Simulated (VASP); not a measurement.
InPd, 2 atoms in the cell. The structure is cubic, space group Pm-3m (No. 221). Conventional cell: a = 3.272 Å, b = 3.272 Å, c = 3.272 Å, α = 90.00°, β = 90.00°, γ = 90.00°. In (site symmetry m-3m) has 8 Pd at 2.83 Å as nearest neighbours. Around Pd (site symmetry m-3m) lie 8 In at 2.83 Å. The cell comes from a database or a generator and needn't be the stable form of this composition.

* Program: VASP 6.6.1
* Task: single point
* Functional: PBE
* Potentials or basis: VASP PAW PBE potentials, release 64 (In_d, Pd)
* Cutoff: 520 eV
* k mesh: 8 × 8 × 8
* Occupations: gaussian, width 0.1 eV
* Spin: no spin polarisation
* Further INCAR settings: ALGO = Fast; EDIFF = 1.00e-06

Potentials or basis: VASP PAW PBE potentials, release 64 (In_d, Pd).

Launch:

```console
$ python run.py
```

Hardware: 1 thread of Intel(R) Xeon(R) Platinum 8488C (Sapphire Rapids), with other jobs on the host.

Q: Estimate the wall time of this run.

A: Run time: 11 s on 1 thread of Intel(R) Xeon(R) Platinum 8488C (Sapphire Rapids) (shared host), peak memory 0.14 GiB. Counts: scf iterations 14, k points 35.
